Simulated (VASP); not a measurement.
A run of VASP 6.6.1 is set up as follows.

The input INCAR:

```
SYSTEM = GaP
PREC = Accurate ; ENCUT = 520
EDIFF = 1E-7 ; ISMEAR = 0
SIGMA = 0.02 ; LREAL = .False.
LASPH = .True. ; NELM = 100
ALGO = Normal ; ISIF = 2
LWAVE = .False. ; LCHARG = .False.
METAGGA = R2SCAN ; LMIXTAU = .True.
NBANDS = 16
```

Contents of KPOINTS:

```
Automatic mesh
0
Gamma
  8 8 8
  0 0 0
```

POSCAR

```
GaP                                     
1.0
    0.0000000000      2.7258124900      2.7258124900
    2.7258124900      0.0000000000      2.7258124900
    2.7258124900      2.7258124900      0.0000000000
  Ga              P             
     1     1
Direct
     0.0000000000000000    0.0000000000000000    0.0000000000000000
     0.7500000000000000    0.7500000000000000    0.7500000000000000
```

KPOINTS_OPT

```
path GXWKGLUWLK,UX
10
line-mode
reciprocal
 0.0000000000  0.0000000000  0.0000000000  G
 0.5000000000  0.0000000000  0.5000000000  X

 0.5000000000  0.0000000000  0.5000000000  X
 0.5000000000  0.2500000000  0.7500000000  W

 0.5000000000  0.2500000000  0.7500000000  W
 0.3750000000  0.3750000000  0.7500000000  K

 0.3750000000  0.3750000000  0.7500000000  K
 0.0000000000  0.0000000000  0.0000000000  G

 0.0000000000  0.0000000000  0.0000000000  G
 0.5000000000  0.5000000000  0.5000000000  L

 0.5000000000  0.5000000000  0.5000000000  L
 0.6250000000  0.2500000000  0.6250000000  U

 0.6250000000  0.2500000000  0.6250000000  U
 0.5000000000  0.2500000000  0.7500000000  W

 0.5000000000  0.2500000000  0.7500000000  W
 0.5000000000  0.5000000000  0.5000000000  L

 0.5000000000  0.5000000000  0.5000000000  L
 0.3750000000  0.3750000000  0.7500000000  K

 0.6250000000  0.2500000000  0.6250000000  U
 0.5000000000  0.0000000000  0.5000000000  X
```

Potentials or basis: VASP PAW PBE potentials, release 64 (Ga_d, P).

Command:

```console
$ cat potpaw_PBE.64/Ga_d/POTCAR potpaw_PBE.64/P/POTCAR > POTCAR
$ mpirun -np 1 vasp_std > vasp.out
```

Q: Estimate the pressure.

A: -0.1 GPa.

Q: Predict the band gap on the k mesh.

A: 1.90 eV, indirect (least direct gap 2.34 eV).

Q: Predict the band gap along the path.

A: 1.86 eV, indirect (least direct gap 2.34 eV).

Levels at the corners of the path, in eV from the valence-band top:
```
point  band 7  band 8  band 9  band 10  band 11  band 12
    Γ    0.00    0.00    0.00     2.34     4.19     4.19
    X   -6.95   -2.80   -2.80     1.91     2.10    11.35
    X   -6.95   -2.80   -2.80     1.91     2.10    11.35
    W   -6.74   -3.70   -3.53     5.04     5.30     6.57
    W   -6.74   -3.70   -3.53     5.04     5.30     6.57
    K   -6.74   -4.07   -2.35     2.48     5.19     8.79
    K   -6.74   -4.07   -2.35     2.48     5.19     8.79
    Γ    0.00    0.00    0.00     2.34     4.19     4.19
    Γ    0.00    0.00    0.00     2.34     4.19     4.19
    L   -6.84   -1.17   -1.17     2.04     5.06     5.06
    L   -6.84   -1.17   -1.17     2.04     5.06     5.06
    U   -6.74   -4.07   -2.35     2.48     5.19     8.79
    U   -6.74   -4.07   -2.35     2.48     5.19     8.79
    W   -6.74   -3.70   -3.53     5.04     5.30     6.57
    W   -6.74   -3.70   -3.53     5.04     5.30     6.57
    L   -6.84   -1.17   -1.17     2.04     5.06     5.06
    L   -6.84   -1.17   -1.17     2.04     5.06     5.06
    K   -6.74   -4.07   -2.35     2.48     5.19     8.79
    U   -6.74   -4.07   -2.35     2.48     5.19     8.79
    X   -6.95   -2.80   -2.80     1.91     2.10    11.35
```

Caveat: the PAW data sets were made with another functional, which shifts forces and pressure a little.

**Experimental background.**

From “Stacking defects in GaP nanowires: Electronic structure and optical properties”, 2018, arxiv:1810.01194, for a bulk crystal of GaP at 10 K: band gap 2.34 eV (indirect).

Measured gap of GaP: 2.34 eV (indirect; 10 K; quoted in “Stacking defects in GaP nanowires: Electronic structure and optical properties”, 2018, arxiv:1810.01194). This calculation gives 1.86 eV (-0.48 eV). Spin-orbit coupling on Ga is left out. The value is that of r2SCAN, without temperature or zero-point motion. The cell is a database's relaxed one, not the measured one, which moves gaps too.
